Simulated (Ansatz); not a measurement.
# Rh: all-electron results

```xyz
1
Lattice="0.0000 1.9030 1.9030 1.9030 0.0000 1.9030 1.9030 1.9030 0.0000" Properties=species:S:1:pos:R:3 pbc="T T T"
Rh    0.0000    0.0000    0.0000
```

Structure from Materials Project entry mp-74 (possibly hypothetical), not relaxed further.

Spin polarisation is left out, and whether a magnetic state lies lower isn't shown here.

Level of theory: Ansatz 0.2.0, DFT, LDA, all-electron LAPW, scalar-relativistic.

The runs use a Γ-centred 18×18×18 k mesh, Fermi–Dirac smearing of 0.05 eV, basis error target 0.5 meV/atom, no spin polarisation.

| Quantity | Value |
| --- | --- |
| Pressure at this cell | -11.80 GPa |
| Volume per atom | 13.78 Å³ |

Q: Predict this quantity. Density of states at the Fermi level (0.2 eV bin).

A: 1.33 states/eV per cell.

Q: Band gap: what does the calculation give?

A: none: with an odd electron count and no spin polarisation the bands can't all be full, a metal in this set-up (spin order or a larger cell could open a gap).
